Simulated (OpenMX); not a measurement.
TiTe2:

```
Te Ti
1.0
     3.77700    0.00000    0.00000
    -1.88850    3.27098    0.00000
     0.00000    0.00000    6.49800
Te Ti
2 1
Direct
  0.33333 0.66667 0.73720
  0.66667 0.33333 0.26280
  0.00000 0.00000 0.00000
```

Base run:

| Quantity | Value |
| --- | --- |
| Program | OpenMX 3.8.5 |
| Functional | PBE |
| Dispersion | D3 |
| Potentials or basis | OpenMX 2013 PBE set, Te7.0-s3p2d2f1, Ti7.0-s3p2d2, grid cutoff 500 Ry |
| k mesh | 7 × 7 × 3 |
| Occupations | fermi-dirac, width 0.05 eV |
| Spin | no spin polarisation |

Its results: band gap on the k mesh none (metal or under the smearing width); pressure 0.3 GPa; largest force 0.101 eV/Å.

Task: The run is repeated on the same cell with these changes: dispersion from D3 to D4. What comes out?

Result: Band gap on the k mesh none (metal or under the smearing width); pressure -0.9 GPa; largest force 0.067 eV/Å.

Caveats: the basis of atomic orbitals isn't converged, which shifts pressures, moduli and gaps.
